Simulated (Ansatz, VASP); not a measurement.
One calculation of Ge, two programs

File INCAR:

```
PREC     = Accurate       # precision mode
ENCUT    = 520            # plane-wave cutoff, eV
EDIFF    = 1E-7           # SCF threshold, eV
ISMEAR   = 0              # smearing method
SIGMA    = 0.15           # smearing width, eV
LREAL    = False          # projectors in reciprocal space
LASPH    = True           # aspherical terms in the spheres
NELM     = 60             # most SCF steps
ALGO     = Normal         # electronic algorithm
ISIF     = 2              # what is computed and relaxed
LWAVE    = False          # write WAVECAR
LCHARG   = False          # write CHGCAR
GGA      = PS             # functional
NBANDS   = 21             # bands
```

KPOINTS

```
Automatic mesh
0
Gamma
  16 16 16
```

File POSCAR:

```
Ge
1.0
    0.0000000000      2.8287700000      2.8287700000
    2.8287700000      0.0000000000      2.8287700000
    2.8287700000      2.8287700000      0.0000000000
Ge
2
Direct
    0.5000000000      0.5000000000      0.5000000000
    0.7500000000      0.7500000000      0.7500000000
```

Input for Ansatz:

```yaml
crystal:
  lattice:
    - [0.0, 2.82877, 2.82877]
    - [2.82877, 0.0, 2.82877]
    - [2.82877, 2.82877, 0.0]
  atoms:
    - { symbol: Ge, position: [0.5, 0.5, 0.5] }
    - { symbol: Ge, position: [0.75, 0.75, 0.75] }
basis:
  ecutwfc: 420
kpoints:
  mp_grid: { grid: [16, 16, 16] }
hamiltonian:
  xc: pbesol
scf:
  occupations: { method: gaussian, width: 0.15 }
output:
  forces: true
  stress: true
  eigenvalues: true
  write_density: true
  write_potential: true
  elf: true
  volumetric_format: npy
```

Alike in both runs: task single point; functional PBEsol; k mesh 16 × 16 × 16; occupations gaussian, width 0.15 eV; no spin polarisation.

```csv
,VASP,Ansatz
version,VASP 6.6.1,Ansatz 0.2.0
potentials or method,"VASP PAW PBE potentials, release 64 (Ge_d)","scalar-relativistic, plane waves, PAW"
plane-wave cutoff (eV),520,420
valence electrons in the cell,28,28
```

|  | VASP | Ansatz | Ansatz less VASP |
| --- | --- | --- | --- |
| gap on the k mesh at the Fermi level (eV) | none | none | - |
| pressure (GPa) | 0.6 | 0.7 | +0.10 |

A gap of «none» marks a metal or a gap that the smearing closes. With one functional, cell and mesh, what is left measures potentials, basis and numerics.

Caveats: the PAW data sets were made with another functional, which shifts forces and pressure a little (VASP); this crystal is a semiconductor, whose small gap the functional closes, so the metal is an error of the method.
